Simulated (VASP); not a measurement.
# What goes wrong when the modes of GaAs are computed with a bad input

Some phonon runs on GaAs get a fault in the input on purpose. Which of them show, and how? The starting structure is a measured crystal structure from the Crystallography Open Database.

Main program and level: VASP 6.6.1; Kohn-Sham DFT with plane waves and PAW; LDA.

### 1. Starting point

The structure is cubic, space group F-43m (No. 216). Conventional cell: a = 5.654 Å, b = 5.654 Å, c = 5.654 Å, α = 90.00°, β = 90.00°, γ = 90.00°. As has 4 Ga at 2.45 Å nearest. Nearest to Ga lie 4 As at 2.45 Å. Farther neighbours are not listed.

As a file:

```
As Ga
1.0
     0.00000    2.82685    2.82685
     2.82685    0.00000    2.82685
     2.82685    2.82685    0.00000
As Ga
1 1
Direct
  0.75000 0.75000 0.75000
  0.00000 0.00000 0.00000
```

### 2. Reference modes

The cell comes from a relaxation at this level, not shown (44.13 Å³).

Input file INCAR:

```
SYSTEM = GaAs
PREC = Accurate
ENCUT = 450
EDIFF = 1E-08
NELM = 100
ISMEAR = 0
SIGMA = 0.03
LREAL = .FALSE.
ALGO = Normal
GGA = CA
NBANDS = 15
LORBIT = 11
LWAVE = .FALSE.
LCHARG = .FALSE.
KPAR = 4
IBRION = 8
LEPSILON = .TRUE.
ISIF = 2
```

Input file POSCAR:

```
GaAs
1.0
    0.0000000000      2.8047129465      2.8047129465
    2.8047129465      0.0000000000      2.8047129465
    2.8047129465      2.8047129465      0.0000000000
As Ga
1 1
Direct
    0.7500000000      0.7500000000      0.7500000000
    0.0000000000      0.0000000000      0.0000000000
```

Input file KPOINTS:

```
Automatic mesh
0
Gamma
10 10 10
0 0 0
```

Potentials, in the order of the species: As and Ga_d (LDA family, release 64).

On the command line:

```sh
$ mpirun -np 4 vasp_std
```

Output:

```text
[banner, memory and clock lines left out]
running    4 mpi-ranks, on    1 nodes
 distrk:  each k-point on    1 cores,    4 groups
 distr:  one band on    1 cores,    1 groups

 POSCAR found type information on POSCAR AsGa
 POSCAR found :  2 types and       2 ions
 LDA part: xc-table for (Slater(with rela. corr.)+CA(PZ))
 , standard interpolation
 POSCAR, INCAR and KPOINTS ok, starting setup
 FFT: planning ... GRIDC
 FFT: planning ... GRID_SOFT
 FFT: planning ... GRID
 WAVECAR not read
 entering main loop
       N       E                     dE             d eps       ncg     rms          rms(c)
DAV:   1     0.774864416343E+02    0.77486E+02   -0.85241E+03  1448   0.153E+03
DAV:   2    -0.386163867693E+01   -0.81348E+02   -0.77604E+02  1606   0.296E+02
DAV:   3    -0.978396475182E+01   -0.59223E+01   -0.58996E+01  1697   0.664E+01
DAV:   4    -0.987318747057E+01   -0.89223E-01   -0.89208E-01  1698   0.908E+00
DAV:   5    -0.987459774998E+01   -0.14103E-02   -0.14103E-02  1774   0.103E+00    0.306E+00
DAV:   6    -0.968637004512E+01    0.18823E+00   -0.22982E-01  2192   0.881E+00    0.180E+00
DAV:   7    -0.964396481331E+01    0.42405E-01   -0.66868E-02  1984   0.201E+00    0.525E-01
DAV:   8    -0.964077501914E+01    0.31898E-02   -0.90683E-03  1788   0.110E+00    0.108E-01
DAV:   9    -0.964074585584E+01    0.29163E-04   -0.71235E-04  1719   0.338E-01    0.423E-02
DAV:  10    -0.964075076155E+01   -0.49057E-05   -0.40507E-05  2234   0.683E-02    0.222E-02
DAV:  11    -0.964075556842E+01   -0.48069E-05   -0.65105E-06  1564   0.397E-02    0.240E-03
DAV:  12    -0.964075546006E+01    0.10836E-06   -0.46248E-07  2103   0.961E-03    0.191E-03
DAV:  13    -0.964075546118E+01   -0.11223E-08   -0.66626E-08  1725   0.206E-03
   1 F= -.96407555E+01 E0= -.96407555E+01  d E =-.347540E-11
 Linear response reoptimize wavefunctions to high precision
DAV:   1    -0.964075546129E+01   -0.11005E-09   -0.12277E-09  1445   0.294E-04
DAV:   2    -0.964075546133E+01   -0.37289E-10   -0.99981E-11  1020   0.102E-04
 Linear response G [H, r] |phi>, progress :
  Direction:   1
       N       E                     dE             d eps       ncg     rms
RMM:   1    -0.425436006683E+02   -0.42544E+02    0.22831E+02  1652   0.230E+02
RMM:   2    -0.544450124320E+02   -0.11901E+02   -0.41696E+01  2885   0.348E+01
RMM:   3    -0.546774803268E+02   -0.23247E+00   -0.20552E+00  2773   0.817E+00
RMM:   4    -0.547324579996E+02   -0.54978E-01   -0.24565E-01  3023   0.252E+00
RMM:   5    -0.547290313665E+02    0.34266E-02   -0.32683E-02  3003   0.613E-01
RMM:   6    -0.547278269436E+02    0.12044E-02   -0.60845E-03  3114   0.194E-01
RMM:   7    -0.547273463253E+02    0.48062E-03   -0.13657E-04  3113   0.642E-02
RMM:   8    -0.547273706026E+02   -0.24277E-04   -0.22167E-04  3162   0.254E-02
RMM:   9    -0.547273470261E+02    0.23576E-04    0.35488E-05  3088   0.117E-02
RMM:  10    -0.547273367650E+02    0.10261E-04    0.14256E-04  3004   0.644E-03
RMM:  11    -0.547273470669E+02   -0.10302E-04    0.40102E-05  2643   0.428E-03
RMM:  12    -0.547273534879E+02   -0.64210E-05   -0.23791E-05  2260   0.341E-03
RMM:  13    -0.547273522929E+02    0.11950E-05   -0.11862E-05  1866   0.303E-03
RMM:  14    -0.547273541827E+02   -0.18897E-05   -0.30675E-05  1717   0.289E-03
RMM:  15    -0.547273532296E+02    0.95309E-06   -0.21191E-05  1608   0.278E-03
RMM:  16    -0.547273547825E+02   -0.15529E-05   -0.36620E-05  1575   0.274E-03
RMM:  17    -0.547273539156E+02    0.86689E-06   -0.28344E-05  1555   0.268E-03
 Linear response G [H, r] |phi>, progress :
  Direction:   2
       N       E                     dE             d eps       ncg     rms
RMM:   1    -0.416811127785E+02   -0.41681E+02    0.20108E+02  1672   0.230E+02
RMM:   2    -0.562170980383E+02   -0.14536E+02   -0.35905E+01  2871   0.340E+01
RMM:   3    -0.570452276613E+02   -0.82813E+00   -0.20576E+00  2799   0.806E+00
RMM:   4    -0.571119355623E+02   -0.66708E-01   -0.22712E-01  2995   0.243E+00
RMM:   5    -0.571097741169E+02    0.21614E-02   -0.32952E-02  2985   0.597E-01
RMM:   6    -0.571085999411E+02    0.11742E-02   -0.59779E-03  3078   0.180E-01
RMM:   7    -0.571081244289E+02    0.47551E-03   -0.16594E-04  3066   0.587E-02
RMM:   8    -0.571081508105E+02   -0.26382E-04   -0.27674E-04  3133   0.223E-02
RMM:   9    -0.571081234047E+02    0.27406E-04    0.14945E-05  3075   0.981E-03
RMM:  10    -0.571081290656E+02   -0.56609E-05   -0.37929E-05  2967   0.509E-03
RMM:  11    -0.571081227238E+02    0.63418E-05    0.26046E-05  2657   0.323E-03
RMM:  12    -0.571081268801E+02   -0.41563E-05   -0.15341E-05  2283   0.244E-03
RMM:  13    -0.571081266155E+02    0.26455E-06   -0.12709E-05  1891   0.211E-03
RMM:  14    -0.571081268554E+02   -0.23991E-06   -0.15094E-05  1721   0.194E-03
RMM:  15    -0.571081261935E+02    0.66192E-06   -0.84817E-06  1580   0.193E-03
RMM:  16    -0.571081268097E+02   -0.61620E-06   -0.14470E-05  1570   0.185E-03
RMM:  17    -0.571081269129E+02   -0.10318E-06   -0.16377E-05  1519   0.186E-03
 Linear response G [H, r] |phi>, progress :
  Direction:   3
       N       E                     dE             d eps       ncg     rms
RMM:   1    -0.364314018428E+02   -0.36431E+02    0.26747E+02  1633   0.221E+02
RMM:   2    -0.380532169147E+02   -0.16218E+01   -0.34812E+01  2778   0.325E+01
RMM:   3    -0.380990049972E+02   -0.45788E-01   -0.18074E+00  2843   0.796E+00
[...]
dielectric tensor                  component  1 :    22.089     4.762     2.042
 Linear response to external field, progress :
  Direction:   2
       N       E                     dE             d eps       ncg     rms          rms(c)
RMM:   1    -0.276457509617E+00   -0.27646E+00    0.57711E+00  5556   0.819E+00
RMM:   2    -0.264736737296E+01   -0.23709E+01   -0.17836E-02  9880   0.182E+00    0.176E+00
RMM:   3    -0.261477466452E+01    0.32593E-01   -0.33424E-02 10178   0.106E+00    0.105E+00
RMM:   4    -0.266610557859E+01   -0.51331E-01   -0.35682E-02 10154   0.121E+00    0.105E-01
RMM:   5    -0.266658033101E+01   -0.47475E-03   -0.25701E-03 10050   0.340E-01    0.356E-02
RMM:   6    -0.267165537843E+01   -0.50750E-02   -0.23761E-04 10569   0.104E-01    0.201E-02
RMM:   7    -0.267164453006E+01    0.10848E-04   -0.34984E-05 10136   0.360E-02    0.211E-03
RMM:   8    -0.267197798718E+01   -0.33346E-03   -0.42475E-06 10575   0.108E-02    0.827E-04
RMM:   9    -0.267193116806E+01    0.46819E-04    0.33621E-07 10880   0.374E-03    0.362E-04
RMM:  10    -0.267191464595E+01    0.16522E-04   -0.59247E-08 10848   0.119E-03    0.129E-04
RMM:  11    -0.267190641104E+01    0.82349E-05    0.56064E-07 10463   0.498E-04    0.149E-05
RMM:  12    -0.267190518176E+01    0.12293E-05   -0.20219E-07  8128   0.189E-04    0.766E-06
 change of polarisation eV/A/(eV/A) component  2 :     1.102     5.143     0.493
 dielectric tensor                  component  2 :     4.520    22.089     2.021
 Linear response to external field, progress :
  Direction:   3
       N       E                     dE             d eps       ncg     rms          rms(c)
RMM:   1    -0.277646473953E+00   -0.27765E+00    0.57592E+00  5556   0.819E+00
RMM:   2    -0.264794445399E+01   -0.23703E+01   -0.20147E-02  9882   0.182E+00    0.176E+00
RMM:   3    -0.261476482672E+01    0.33180E-01   -0.33156E-02 10176   0.106E+00    0.105E+00
RMM:   4    -0.266605119909E+01   -0.51286E-01   -0.35584E-02 10149   0.121E+00    0.105E-01
RMM:   5    -0.266662009730E+01   -0.56890E-03   -0.25957E-03 10045   0.340E-01    0.353E-02
RMM:   6    -0.267166052783E+01   -0.50404E-02   -0.24217E-04 10564   0.104E-01    0.201E-02
RMM:   7    -0.267164413290E+01    0.16395E-04   -0.37846E-05 10142   0.361E-02    0.213E-03
RMM:   8    -0.267197832670E+01   -0.33419E-03   -0.44983E-06 10578   0.109E-02    0.836E-04
RMM:   9    -0.267193109198E+01    0.47235E-04    0.12313E-07 10865   0.377E-03    0.362E-04
RMM:  10    -0.267191363428E+01    0.17458E-04   -0.28162E-07 10851   0.119E-03    0.130E-04
RMM:  11    -0.267190393445E+01    0.96998E-05    0.51550E-07 10479   0.499E-04    0.143E-05
RMM:  12    -0.267190599873E+01   -0.20643E-05   -0.26116E-07  8106   0.188E-04    0.791E-06
 change of polarisation eV/A/(eV/A) component  3 :     0.907     0.752     5.143
 dielectric tensor                  component  3 :     3.719     3.083    22.089
 Linear response DOF=           2
 Linear response progress:
  Degree of freedom:   1/  2
       N       E                     dE             d eps       ncg     rms          rms(c)
RMM:   1    -0.449816766268E-01   -0.44982E-01    0.62768E-02 11416   0.154E+00
RMM:   2    -0.444105152018E-01    0.57116E-03   -0.42965E-03  9157   0.403E-01    0.825E-02
RMM:   3    -0.443658635559E-01    0.44652E-04   -0.41324E-04 10247   0.128E-01    0.454E-02
RMM:   4    -0.445228686816E-01   -0.15701E-03   -0.10432E-04 10200   0.565E-02    0.408E-03
RMM:   5    -0.445216835146E-01    0.11852E-05   -0.11189E-05 10607   0.169E-02    0.232E-03
RMM:   6    -0.445092224927E-01    0.12461E-04   -0.37257E-07 10159   0.512E-03    0.665E-04
RMM:   7    -0.445090519584E-01    0.17053E-06    0.16587E-07 10485   0.183E-03    0.305E-04
RMM:   8    -0.445078356094E-01    0.12163E-05    0.10691E-07 10251   0.705E-04    0.397E-05
RMM:   9    -0.445077737116E-01    0.61898E-07    0.17640E-08 10779   0.246E-04    0.140E-05
RMM:  10    -0.445077122147E-01    0.61497E-07    0.19701E-08 10226   0.923E-05    0.422E-06
RMM:  11    -0.445076826864E-01    0.29528E-07    0.21693E-08 10368   0.414E-05    0.132E-06
RMM:  12    -0.445076627121E-01    0.19974E-07    0.20811E-08  9095   0.205E-05    0.585E-07
RMM:  13    -0.445077036530E-01   -0.40941E-07    0.26818E-08  5714   0.127E-05    0.474E-07
RMM:  14    -0.445076739645E-01    0.29689E-07    0.24681E-08  5322   0.100E-05    0.151E-07
RMM:  15    -0.445076546313E-01    0.19333E-07    0.24044E-08  4002   0.895E-06    0.260E-08
 first order change of Fermi-energy  -0.13504E+00
 force on displaced ion       1 direction 1 :  -9.638  -0.000  -0.000
 Born effective charge ion    1 direction 1 :  -2.197   0.000   0.000
 Linear response progress:
  Degree of freedom:   2/  2
       N       E                     dE             d eps       ncg     rms          rms(c)
RMM:   1    -0.167305455233E+00   -0.16731E+00    0.10488E-01  6489   0.850E+00
RMM:   2    -0.165550225550E+00    0.17552E-02   -0.25398E-02  9754   0.135E+00    0.442E-02
RMM:   3    -0.165793138125E+00   -0.24291E-03   -0.37698E-03 10182   0.403E-01    0.279E-02
RMM:   4    -0.165598588485E+00    0.19455E-03   -0.12996E-03 10822   0.175E-01    0.926E-03
RMM:   5    -0.165630206872E+00   -0.31618E-04   -0.13481E-04 10603   0.410E-02    0.376E-03
RMM:   6    -0.165623238827E+00    0.69680E-05   -0.20107E-05 10572   0.147E-02    0.499E-04
RMM:   7    -0.165618401460E+00    0.48374E-05   -0.58749E-06 10485   0.606E-03    0.284E-04
RMM:   8    -0.165619629944E+00   -0.12285E-05   -0.92092E-06 10658   0.259E-03    0.940E-05
RMM:   9    -0.165619942553E+00   -0.31261E-06   -0.50950E-06 10482   0.112E-03    0.273E-05
RMM:  10    -0.165619657058E+00    0.28549E-06   -0.12051E-06 10739   0.500E-04    0.174E-05
RMM:  11    -0.165619557503E+00    0.99556E-07   -0.45513E-07 10290   0.233E-04    0.723E-06
RMM:  12    -0.165619589517E+00   -0.32015E-07   -0.53528E-07 10540   0.121E-04    0.176E-06
RMM:  13    -0.165619554722E+00    0.34795E-07   -0.27914E-07 10696   0.680E-05    0.102E-06
RMM:  14    -0.165619547175E+00    0.75471E-08   -0.16994E-07 10621   0.425E-05    0.387E-07
RMM:  15    -0.165619521116E+00    0.26059E-07   -0.64976E-08  8542   0.303E-05    0.282E-07
RMM:  16    -0.165619537403E+00   -0.16287E-07   -0.15364E-08  7480   0.247E-05    0.446E-08
 first order change of Fermi-energy   0.13678E+00
 force on displaced ion       2 direction 1 :  -9.619  -0.000  -0.000
 Born effective charge ion    2 direction 1 :   2.049   0.000   0.000
 Born effective charges drift removed
 Linear response finished
```

It took 3.5 min on 4 MPI ranks of Intel Xeon Platinum 8259CL at 2.50GHz (Skylake/Cascade Lake), shared host; peak memory 1.4 GiB.

Lines that name or quote the potential files are left out of all logs, and their timing lines are given in words.

From OUTCAR (step 2):

```text
ion  position               nearest neighbor table
   1  0.750  0.750  0.750-   2 2.43   2 2.43   2 2.43   2 2.43
   2  0.000  0.000  0.000-   1 2.43   1 2.43   1 2.43   1 2.43

  LATTYP: Found a face centered cubic cell.
 ALAT       =     5.6094258930

 Subroutine GETGRP returns: Found 24 space group operations
 (whereof 24 operations were pure point group operations)

The static configuration has the point symmetry T_d .

 Found     47 irreducible k-points:

   k-points           NKPTS =     47   k-points in BZ     NKDIM =     47   number of bands    NBANDS=     15

   dimension x,y,z NGX =    28 NGY =   28 NGZ =   28
   dimension x,y,z NGXF=    56 NGYF=   56 NGZF=   56

   ENCUT  =  450.0 eV  33.07 Ry    5.75 a.u.   6.86  6.86  6.86*2*pi/ulx,y,z

   NELECT =      18.0000    total number of electrons

 k-points in reciprocal lattice and weights: Automatic mesh
   0.00000000  0.00000000  0.00000000       0.001
   0.10000000  0.00000000  0.00000000       0.008
   0.20000000  0.00000000  0.00000000       0.008
   0.30000000  0.00000000  0.00000000       0.008
   0.40000000  0.00000000  0.00000000       0.008
   0.50000000  0.00000000  0.00000000       0.004
   0.10000000  0.10000000  0.00000000       0.006
   0.20000000  0.10000000  0.00000000       0.024
   0.30000000  0.10000000  0.00000000       0.024
[...]
-0.30000000  0.40000000  0.20000000       0.024
  -0.30000000  0.50000000  0.20000000       0.012

 average (electrostatic) potential at core
       1 -53.5811       2 -67.3259

  Total       -0.0048565     -0.0048565     -0.0048565      0.0000000      0.0000000      0.0000000
  in kB       -0.1763342     -0.1763342     -0.1763342      0.0000000      0.0000000      0.0000000
  external PRESSURE =      -0.1763342 kB  Pullay stress =       0.0000000 kB

  energy-cutoff  :      450.00
  volume of cell :       44.13
      direct lattice vectors                 reciprocal lattice vectors
     0.000000000  2.804712947  2.804712947    -0.178271363  0.178271363  0.178271363
     2.804712947  0.000000000  2.804712947     0.178271363 -0.178271363  0.178271363
     2.804712947  2.804712947  0.000000000     0.178271363  0.178271363 -0.178271363

 POSITION                                       TOTAL-FORCE (eV/Angst)
 -----------------------------------------------------------------------------------
      4.20707      4.20707      4.20707        -0.000000     -0.000000     -0.000000
      0.00000      0.00000      0.00000         0.000000      0.000000      0.000000
 -----------------------------------------------------------------------------------
    total drift:                               -0.000001     -0.000001     -0.000001

 MACROSCOPIC STATIC DIELECTRIC TENSOR (including local field effects in DFT)
 ------------------------------------------------------
          22.089034    -0.000000     0.000000
           0.000000    22.089034     0.000000
          -0.000000    -0.000000    22.089034
 ------------------------------------------------------

 PIEZOELECTRIC TENSOR (including local field effects)  for field in x, y, z        (C/m^2)
          XX          YY          ZZ          XY          YZ          ZX
  --------------------------------------------------------------------------------
  x    -0.00000     0.00000    -0.00000     0.00000     0.88252     0.00000
  y     0.00000    -0.00000     0.00000     0.00000     0.00000     0.88252
  z     0.00000    -0.00000    -0.00000     0.88252     0.00000     0.00000

 BORN EFFECTIVE CHARGES (including local field effects) (in |e|, cummulative output)
 ---------------------------------------------------------------------------------
 ion    1
    1    -2.12801     0.00000    -0.00000
    2    -0.00000    -2.12801     0.00000
    3     0.00000     0.00000    -2.12801
 ion    2
    1     2.12801    -0.00000     0.00000
    2     0.00000     2.12801    -0.00000
    3     0.00000     0.00000     2.12801

 Eigenvectors and eigenvalues of the dynamical matrix
 ----------------------------------------------------

   1 f  =    8.072117 THz    50.718608 2PiTHz  269.256846 cm-1    33.383579 meV
             X         Y         Z           dx          dy          dz
      4.207069  4.207069  4.207069     0.542738    0.106120    0.420361
      0.000000  0.000000  0.000000    -0.562045   -0.109895   -0.435315

   2 f  =    8.072117 THz    50.718608 2PiTHz  269.256846 cm-1    33.383579 meV
             X         Y         Z           dx          dy          dz
      4.207069  4.207069  4.207069     0.433539   -0.137413   -0.525062
      0.000000  0.000000  0.000000    -0.448962    0.142302    0.543741

   3 f  =    8.072117 THz    50.718608 2PiTHz  269.256846 cm-1    33.383579 meV
             X         Y         Z           dx          dy          dz
      4.207069  4.207069  4.207069    -0.002942   -0.672596    0.173595
      0.000000  0.000000  0.000000     0.003047    0.696523   -0.179771

   4 f/i=    0.004042 THz     0.025400 2PiTHz    0.134842 cm-1     0.016718 meV
             X         Y         Z           dx          dy          dz
      4.207069  4.207069  4.207069    -0.162855   -0.683847   -0.152654
      0.000000  0.000000  0.000000    -0.157260   -0.660355   -0.147410

   5 f/i=    0.004042 THz     0.025400 2PiTHz    0.134842 cm-1     0.016718 meV
             X         Y         Z           dx          dy          dz
      4.207069  4.207069  4.207069     0.491958   -0.000000   -0.524832
      0.000000  0.000000  0.000000     0.475058   -0.000000   -0.506802

   6 f/i=    0.004042 THz     0.025400 2PiTHz    0.134842 cm-1     0.016718 meV
             X         Y         Z           dx          dy          dz
      4.207069  4.207069  4.207069    -0.498925    0.223215   -0.467675
      0.000000  0.000000  0.000000    -0.481786    0.215547   -0.451609

 MACROSCOPIC STATIC DIELECTRIC TENSOR IONIC CONTRIBUTION
 ------------------------------------------------------
           1.928628    -0.000000     0.000000
          -0.000000     1.928628    -0.000000
           0.000000    -0.000000     1.928628
 ------------------------------------------------------

 ELASTIC MODULI CONTR FROM IONIC RELAXATION (kBar)
 Direction    XX          YY          ZZ          XY          YZ          ZX
 --------------------------------------------------------------------------------
 XX          -0.0000     -0.0000     -0.0000      0.0000      0.0000      0.0000
 YY          -0.0000     -0.0000     -0.0000      0.0000     -0.0000      0.0000
 ZZ          -0.0000     -0.0000     -0.0000      0.0000     -0.0000      0.0000
 XY           0.0000      0.0000      0.0000   -199.8296      0.0000      0.0000
 YZ           0.0000     -0.0000     -0.0000      0.0000   -199.8296      0.0000
 ZX           0.0000      0.0000      0.0000      0.0000      0.0000   -199.8296
 --------------------------------------------------------------------------------

 PIEZOELECTRIC TENSOR IONIC CONTR  for field in x, y, z        (C/m^2)
          XX          YY          ZZ          XY          YZ          ZX
  --------------------------------------------------------------------------------
  x     0.00000    -0.00000    -0.00000    -0.00000    -0.58415     0.00000
  y     0.00000     0.00000     0.00000     0.00000    -0.00000    -0.58415
  z     0.00000     0.00000     0.00000    -0.58415     0.00000     0.00000
```

Energies printed during the response cycles are not total energies of the cell.

Reference: the zone-centre mode is T2 269.3 cm⁻¹.

(Part 1 of 2 ends here.)

[Lines on the potential files, build, host, timing and source positions are cut from VASP's logs without a mark.]

[Logs are printed without paths, hosts, clocks, repeated set-up lines and the standing remarks that a program may print on its own settings, such as how far it seeks lower states.]

[Hosts, paths, dates, database ids (printed as entryN), source tags and the programs' standing remarks are cut or masked in the printed files.]
